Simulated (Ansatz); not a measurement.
# Cd (P6_3/mmc) in Ansatz: settings compared

The runs below take Cd through ladder of functionals, single point, density of states, with LDA, PBE+D3(BJ), r2SCAN+D3(BJ).

Everything below comes from runs of Ansatz 0.2.0. Logs are shortened: lines on timing, memory, paths and dates and some standing lists are left out, and cuts for length are marked.

### 1 Starting point

The structure is hexagonal, space group P6_3/mmc (No. 194). Conventional cell: a = 2.979 Å, b = 2.979 Å, c = 5.618 Å, α = 90.00°, β = 90.00°, γ = 120.00°. Around Cd (site symmetry -6m2) lie 12 Cd at 2.98 to 3.29 Å.

### 2 Ladder of functionals, LDA

File run.py:

```python
import json

import ase.io
import numpy as np

import ansatz as az

atoms = ase.io.read("Cd.cif")
atoms.info.pop("occupancy", None)

calculation = (
    az.Crystal.from_ase(atoms)
    .calculation()
    .kpoints(10, 10, 5)
    .functional("lda")
    .pseudopotentials(kind="nc", accuracy="standard", xc_functional="lda")
    .occupations(method="fermi_dirac", width=0.01)
    .xc_energy_on_converged_density(("pbe", "pbesol", "rpbe", "revpbe", "blyp", "r2scan"))
    .forces()
    .stress()
    .band_table(publish=True)
)
outcome = calculation.run(threads=2, events_out="events.jsonl")

report = outcome.report
for line in open("events.jsonl"):
    event = json.loads(line)
    if event["event"] == "scf_iter":
        d = event["data"]
        print(f"SCF {d['iter']:3d}  HF = {d['harris_foulkes_ev']:.6f} eV  dr2 = {d['dr2_ev']:.2e} eV")
    elif event["event"] in ("relax_step", "md_step"):
        d = event["data"]
        print(f"{event['event']} {d['step']:3d}  E = {d['lagrangian_ev']:.6f} eV")
np.set_printoptions(precision=5, suppress=True, linewidth=110)
print("converged:", report["converged"], "after", report["n_iterations"], "iterations")
print(f"free energy {report['free_energy_ev']:.6f} eV, Fermi level {report['fermi_energy_ev']:.4f} eV")
for key in ("band_edges_ev", "magnetization_mub", "site_moments_mub", "site_moments_nc_mub", "forces_ev_ang",
                "stress_gpa"):
    if report.get(key) is not None:
        print(key, np.array(report[key]), sep="\n")
```

File Cd.cif:

```cif
data_Cd
_cell_length_a 2.97887000
_cell_length_b 2.97887000
_cell_length_c 5.61765000
_cell_angle_alpha 90.00000000
_cell_angle_beta 90.00000000
_cell_angle_gamma 120.00000000
_space_group_name_H-M_alt 'P1'
_space_group_name_Hall 'P 1'
_space_group_IT_number 1
loop_
_space_group_symop_operation_xyz
'x,y,z'
loop_
_atom_site_label
_atom_site_type_symbol
_atom_site_symmetry_multiplicity
_atom_site_Wyckoff_symbol
_atom_site_fract_x
_atom_site_fract_y
_atom_site_fract_z
_atom_site_occupancy
Cd1 Cd 1 a 0.6666666667 0.3333333333 0.7500000000 1
Cd2 Cd 1 a 0.3333333333 0.6666666667 0.2500000000 1
```

Potentials or basis: PseudoDojo LDA.

Run with:

```console
> python run.py
```

Log:

```text
DeckWarning: basis.ecutwfc = 1387.780699 eV, auto-derived from the records' recommended cutoffs: set by Cd (normal level)
PlacementWarning: RAYON_NUM_THREADS=2 ignored (pool sized by the plan → 2); use plan(threads=…)
SCF   1  HF = -9539.662269 eV  dr2 = 4.69e-01 eV
SCF   2  HF = -9539.535092 eV  dr2 = 8.32e-02 eV
SCF   3  HF = -9539.510008 eV  dr2 = 1.10e-02 eV
SCF   4  HF = -9539.507322 eV  dr2 = 1.32e-04 eV
SCF   5  HF = -9539.507319 eV  dr2 = 4.37e-06 eV
SCF   6  HF = -9539.507751 eV  dr2 = 9.49e-08 eV
SCF   7  HF = -9539.507751 eV  dr2 = 4.02e-09 eV
converged: True after 7 iterations
free energy -9539.507751 eV, Fermi level 14.3424 eV
magnetization_mub
0.0
forces_ev_ang
[[ 0.  0.  0.]
 [-0. -0.  0.]]
stress_gpa
[[-4.30775  0.       0.     ]
 [ 0.      -4.30775  0.     ]
 [ 0.       0.      -3.6633 ]]
```

engine_input.yaml:

```text
crystal:
  lattice:
    - [2.97887, 0.0, 0.0]
    - [-1.4894349999999994, 2.579777094571351, 0.0]
    - [0.0, 0.0, 5.61765]
  atoms:
    - { symbol: Cd, position: [0.6666666666999999, 0.3333333333, 0.75] }
    - { symbol: Cd, position: [0.33333333330000003, 0.6666666667, 0.25] }
kpoints:
  mp_grid:
    grid: [10, 10, 5]
hamiltonian:
  xc: lda
  pseudopotentials:
    kind: nc
    accuracy: standard
    xc_functional: lda
scf:
  occupations:
    method: fermi_dirac
    width: 0.01
output:
  xc_energy_on_converged_density: [pbe, pbesol, rpbe, revpbe, blyp, r2scan]
  forces: true
  stress: true
  eigenvalues: true
```

It took 3 s on 2 threads of INTEL XEON PLATINUM 8581C at 2.30GHz (Emerald Rapids), shared host; peak memory 0.61 GiB.

What came out:

| Quantity | Value |
| --- | --- |
| Free energy | -9539.5078 eV |
| Pressure | -4.1 GPa |
| Band gap on the k mesh | none (metal or under the smearing width) |

Levels at points of the mesh, in eV from the Fermi level:
```tsv
k point	band 18	band 19	band 20	band 21	band 22	band 23
(0.00, 0.00, 0.00)	-8.28	-8.28	-2.98	-2.93	10.44	14.10
(0.00, -0.50, 0.00)	-7.98	-2.24	-1.77	2.00	3.09	3.15
```

### 3 Single point, PBE+D3(BJ), 21.59 Å³/atom

File input.yaml:

```yaml
crystal:
  lattice:
    - [2.97887, 0.0, 0.0]
    - [-1.489435, 2.5797770946, 0.0]
    - [0.0, 0.0, 5.61765]
  atoms:
    - { symbol: Cd, position: [0.6666666667, 0.3333333333, 0.75] }
    - { symbol: Cd, position: [0.3333333333, 0.6666666667, 0.25] }
hamiltonian:
  xc: pbe
  pseudopotentials: { kind: nc, accuracy: standard }
  dispersion: d3bj
kpoints:
  mp_grid: { grid: [10, 10, 5] }
scf:
  occupations: { method: fermi_dirac, width: 0.01 }
output:
  forces: true
  stress: true
  eigenvalues: true
  write_density: true
  write_potential: true
  elf: true
  volumetric_format: npy
```

Potentials or basis: PseudoDojo standard (PBE files).

Run with:

```console
> ansatz run input.yaml --threads 2 --pin off --max-ram 5120MiB --backend cpu --events-out ev --progress --plain --runs-dir out
```

Log:

```text
Warning: RAYON_NUM_THREADS=2 ignored (pool sized by the plan → 2); use --threads N
Engine: ansatz 0.2.0, x86_64-unknown-linux-gnu
Pseudopotentials: kind: nc
Pseudopotential: Cd, nc, valence charge 20, recommended cutoff 1387.780699 eV (normal), Cd.nc.azcp (PseudoDojo's, or run here from an input of PseudoDojo's; its table is named by hamiltonian.pseudopotentials.accuracy)
Functional definition: PBE
  parameter kappa = 0.804
  parameter beta = 0.06672455060314922
  exchange = pbe_x(kappa = kappa, mu = beta*pi^2/3)
  correlation = pbe_c(beta = beta)
Crystal: 2 atoms, lattice volume = 43.171 Å³
[... 35 lines left out ...]
  E_smearing   = -0.000169  (= −TS)
  E_closure    = 0.000000  (closes the sum)
  Σ components = -9543.022499   (vs F -9543.022499, Δ=0.00e0)
--- Forces (eV/Å), atoms counted from 1 ---
  atom   1  Cd    -0.00000000    -0.00000000    -0.00000000
  atom   2  Cd     0.00000000     0.00000000     0.00000000
  max |Σ_I F_I| component: 9.25e-18 eV/Å
--- Stress (GPa, compression-positive) ---
        0.239697       0.000000       0.000000
        0.000000       0.239697       0.000000
        0.000000       0.000000      -1.501777
  P = ⅓ Tr σ = -0.3408 GPa (-3.408 kbar)
--- Band table (eV; the first three rows and the last of 42) ---
  k-point 0: bands = ["-88.3203", "-88.3192", "-49.3767", "-49.3575", "-49.3342", "-49.3342", "-49.3321", "-49.3321", "4.9613", "5.2277", "5.5947", "5.5947", "5.6457", "5.6457", "5.9816", "6.1144", "6.1144", "6.3659", "6.3659", "11.8049", "11.8217", "25.2293", "28.7431", "29.5854"]
  k-point 1: bands = ["-88.3202", "-88.3193", "-49.3749", "-49.3593", "-49.3340", "-49.3340", "-49.3323", "-49.3323", "4.9864", "5.2019", "5.5931", "5.5931", "5.6357", "5.6357", "6.1451", "6.1451", "6.2223", "6.3473", "6.3473", "9.7584", "14.2571", "23.2339", "28.7661", "29.6920"]
  k-point 2: bands = ["-88.3199", "-88.3196", "-49.3701", "-49.3642", "-49.3335", "-49.3335", "-49.3329", "-49.3329", "5.0523", "5.1346", "5.5968", "5.5968", "5.6138", "5.6138", "6.2173", "6.2173", "6.2938", "6.2938", "6.9409", "8.1258", "17.0444", "20.1011", "28.8882", "29.2222"]
  k-point 41: bands = ["-88.3153", "-88.3153", "-49.3751", "-49.3748", "-49.3660", "-49.3654", "-49.3593", "-49.3587", "5.3729", "5.4118", "5.5705", "5.5716", "5.6934", "5.8348", "5.9638", "5.9935", "6.3252", "6.3915", "14.1885", "15.1879", "16.5973", "17.0161", "17.6086", "18.0348"]
```

rho_z.tsv:

```text
# z_ang	rho[e/angstrom^3]
# format = ansatz-planar-average/11
# lattice	2.978870000	0.000000000	0.000000000
# lattice	-1.489435000	2.579777095	0.000000000
# lattice	0.000000000	0.000000000	5.617650000
# sites	2
# site	48	1.489435000	0.859925698	4.213237500
# site	48	0.000000000	1.719851396	1.404412500
0.000000	1.067482e-1
0.078023	1.086469e-1
0.156046	1.145385e-1
0.234069	1.250637e-1
0.312092	1.414445e-1
0.390115	1.657232e-1
[... 64 lines left out ...]
5.461604	1.145385e-1
5.539627	1.086469e-1
```

It took 2.9 s on 2 threads of INTEL XEON PLATINUM 8581C at 2.30GHz (Emerald Rapids), shared host; peak memory 0.55 GiB.

What came out:

* Free energy: -9543.0225 eV
* Pressure: -0.3 GPa
* Band gap on the k mesh: none (metal or under the smearing width)

Caveat: pairwise dispersion overbinds metals, which lowers pressure and volume.

### 4 Density of states, r2SCAN+D3(BJ)

run.py: that of step 2 with these lines changed.

```diff
@@ -7,4 +7,3 @@
 
-atoms = ase.io.read("Cd.cif")
-atoms.info.pop("occupancy", None)
+atoms = ase.io.read("POSCAR", format="vasp")
 
@@ -14,9 +13,9 @@
     .kpoints(10, 10, 5)
-    .functional("lda")
-    .pseudopotentials(kind="nc", accuracy="standard", xc_functional="lda")
-    .occupations(method="fermi_dirac", width=0.01)
-    .xc_energy_on_converged_density(("pbe", "pbesol", "rpbe", "revpbe", "blyp", "r2scan"))
+    .functional("r2scan", dispersion="d3bj")
+    .pseudopotentials(kind="paw", accuracy="stringent")
+    .scf(extra_bands=6)
+    .occupations(method="tetrahedron")
+    .density_of_states(energy_step=0.05, projected=False, nscf_kmesh=(15, 15, 8))
     .forces()
     .stress()
-    .band_table(publish=True)
 )
```

File POSCAR:

```
Cd
1.0
    2.9788700000      0.0000000000      0.0000000000
   -1.4894350000      2.5797770946      0.0000000000
    0.0000000000      0.0000000000      5.6176500000
Cd
2
Direct
    0.6666666667      0.3333333333      0.7500000000
    0.3333333333      0.6666666667      0.2500000000
```

Potentials or basis: SSSP precision PAW.

Run with:

```console
> python run.py
```

Log:

```text
DeckWarning: output.forces, output.stress, relax.cell or npt_langevin: where a Kohn–Sham band that disperses or a degenerate level is filled in part under the method tetrahedron, the forces or the stress that this run publishes need not agree with its energy (scf.occupations.method in the input reference, under Limitations); prefer a smearing scheme for the forces or the stress
DeckWarning: basis.ecutwfc = 1360.569312 eV, auto-derived from the records' recommended cutoffs: set by Cd (normal level)
DeckWarning: The stringent table, which hamiltonian.pseudopotentials names, holds the potential of the library's standard table for Cd (one content_sha256, or a second file that the publisher made of the same generator input, which states another). The run takes no other species from the library, so that hamiltonian.pseudopotentials.accuracy: standard would change no potential of it. The deck needs no change, but a comparison wit [...]
DeckWarning: the engine holds no damping parameters fitted to this dispersion correction and functional, so the run takes those fitted to r2scan beside the three-body term, which d3bj leaves out (hamiltonian.dispersion, under Limitations)
PlacementWarning: RAYON_NUM_THREADS=2 ignored (pool sized by the plan → 2); use plan(threads=…)
SCF   1  HF = -16522.406248 eV  dr2 = 3.13e-01 eV
SCF   2  HF = -16522.394905 eV  dr2 = 8.68e-02 eV
SCF   3  HF = -16522.457815 eV  dr2 = 1.53e-02 eV
SCF   4  HF = -16522.468916 eV  dr2 = 3.04e-04 eV
SCF   5  HF = -16522.469590 eV  dr2 = 2.77e-05 eV
SCF   6  HF = -16522.470104 eV  dr2 = 4.45e-06 eV
SCF   7  HF = -16522.470109 eV  dr2 = 3.60e-07 eV
SCF   8  HF = -16522.470104 eV  dr2 = 1.65e-08 eV
converged: True after 8 iterations
free energy -16522.470104 eV, Fermi level 14.8016 eV
magnetization_mub
0.0
forces_ev_ang
[[-0. -0. -0.]
 [ 0.  0.  0.]]
stress_gpa
[[-1.02255 -0.       0.     ]
 [-0.      -1.02255  0.     ]
 [ 0.       0.      -1.1886 ]]
```

engine_input.yaml:

```text
crystal:
  lattice:
    - [2.97887, 0.0, 0.0]
    - [-1.489435, 2.5797770946, 0.0]
    - [0.0, 0.0, 5.61765]
  atoms:
    - { symbol: Cd, position: [0.6666666667, 0.3333333333, 0.75] }
    - { symbol: Cd, position: [0.3333333333, 0.6666666667, 0.25] }
kpoints:
  mp_grid:
    grid: [10, 10, 5]
hamiltonian:
  xc: r2scan
  dispersion: d3bj
  pseudopotentials:
    kind: paw
    accuracy: stringent
scf:
  n_extra_bands: 6
  occupations:
    method: tetrahedron
output:
  dos:
    de: 0.05
    projected: false
    nscf_kmesh:
      grid: [15, 15, 8]
  forces: true
  stress: true
```

It took 12 s on 2 threads of INTEL XEON PLATINUM 8581C at 2.30GHz (Emerald Rapids), shared host; peak memory 2 GiB.

Results:

```yaml
Free_energy: -16522.4701 eV
Pressure: -1.1 GPa
Band_gap_on_the_k_mesh: none (metal or under the smearing width)
Density_of_states_at_the_Fermi_level: 0.38 states/eV per cell
```

Stress tensor (GPa, compression positive):
```
-1.02  0.00  0.00
 0.00 -1.02  0.00
 0.00  0.00 -1.19
```

Levels at points of the mesh, in eV from the Fermi level:
```tsv
k point	band 17	band 18	band 19	band 20	band 21	band 22	band 23	band 24
(0.00, 0.00, 0.00)	-9.15	-8.90	-8.90	-3.13	-3.04	10.84	14.51	15.54
(0.00, -0.50, 0.00)	-8.60	-8.58	-2.38	-1.84	2.12	3.24	3.45	5.58
```

States per cell in windows of 0.5 eV (zero at the Fermi level; states under -8 eV left out):
```
from (eV)  total
     -8.0   0.12
     -7.5   0.14
     -7.0   0.16
     -6.5   0.18
     -6.0   0.19
     -5.5   0.21
     -5.0   0.22
     -4.5   0.24
     -4.0   0.26
     -3.5   0.28
     -3.0   0.30
     -2.5   0.31
     -2.0   0.31
     -1.5   0.34
     -1.0   0.32
     -0.5   0.23
      0.0   0.23
      0.5   0.28
      1.0   0.40
      1.5   0.44
      2.0   0.40
      2.5   0.49
      3.0   0.43
      3.5   0.35
      4.0   0.41
      4.5   0.39
      5.0   0.43
      5.5   0.44
      6.0   0.51
      6.5   0.51
      7.0   0.53
      7.5   0.54
```

Caveat: the pressure holds a Pulay correction of +0.7 GPa for the finite cutoff; the PAW data sets were made with another functional, which shifts forces and pressure a little; pairwise dispersion overbinds metals, which lowers pressure and volume; with tetrahedron occupations forces and stress needn't match the slope of the energy; the dispersion damping was fitted for another functional or another form of the correction.
